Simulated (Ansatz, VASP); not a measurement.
## ZnO: VASP beside Ansatz

```
Zn O
1.0
     3.16591    0.00000    0.00000
    -1.58295    2.74176    0.00000
     0.00000    0.00000    5.31646
Zn O
2 2
Direct
  0.66667 0.33333 0.50581
  0.33333 0.66667 0.00581
  0.66667 0.33333 0.87450
  0.33333 0.66667 0.37450
```

Change from the starting cell: biaxial strain in the a-b plane, c and atoms relaxed: -2.0 %.

Alike in both runs: functional PBEsol; k mesh 9 × 9 × 6; occupations gaussian, width 0.02 eV; no spin polarisation.

Ansatz relaxed the structure, and its values are those at the end. VASP's run is a single point on that final structure, the one shown.

|  | VASP | Ansatz |
| --- | --- | --- |
| version | VASP 6.6.1 | Ansatz 0.2.0 |
| potentials or method | VASP PAW PBE potentials, release 64 (Zn, O) | scalar-relativistic, plane waves, PAW |
| plane-wave cutoff (eV) | 520 | 420 |
| valence electrons in the cell | 36 | 36 |

Ansatz gave:

```
gap on the k mesh at the Fermi level (eV) : 0.67
least direct gap on the mesh (eV)         : 0.67
pressure (GPa)                            : 2.9
rms of the force components (eV/Å)        : 0.000
```

Problem. Estimate VASP's values.

Solution. gap on the k mesh at the Fermi level (eV): 0.66; least direct gap on the mesh (eV): 0.66; pressure (GPa): 3.9; rms of the force components (eV/Å): 0.005.

With one functional, cell and mesh, what is left measures potentials, basis and numerics.

Caveats: the PAW data sets were made with another functional, which shifts forces and pressure a little (VASP).
